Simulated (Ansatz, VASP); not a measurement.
# BaS in VASP and in Ansatz

```
CELL_PARAMETERS angstrom
0.00000 3.18014 3.18014
3.18014 0.00000 3.18014
3.18014 3.18014 0.00000
ATOMIC_POSITIONS crystal
Ba 0.00000 0.00000 0.00000
S 0.50000 0.50000 0.50000
```

Alike in both runs: functional PBE; dispersion D3(BJ); k mesh 8 × 8 × 8; occupations gaussian, width 0.02 eV; no spin polarisation.

Ansatz relaxed the structure, and its values are those at the end. VASP's run is a single point on that final structure, the one shown.

```csv
,VASP,Ansatz
version,VASP 6.6.1,Ansatz 0.2.0
potentials or method,"VASP PAW PBE potentials, release 64 (Ba_sv, S)","scalar-relativistic, plane waves, PAW"
plane-wave cutoff (eV),520,420
valence electrons in the cell,16,16
```

```tsv
	VASP	Ansatz	Ansatz less VASP
gap on the k mesh at the Fermi level (eV)	2.08	2.19	+0.102
least direct gap on the mesh (eV)	2.21	2.28	+0.069
pressure (GPa)	0.6	0.0	-0.62
```

Caveats: spin-orbit coupling is left out, which moves the levels of the heavy elements. A k mesh can miss the band edges.
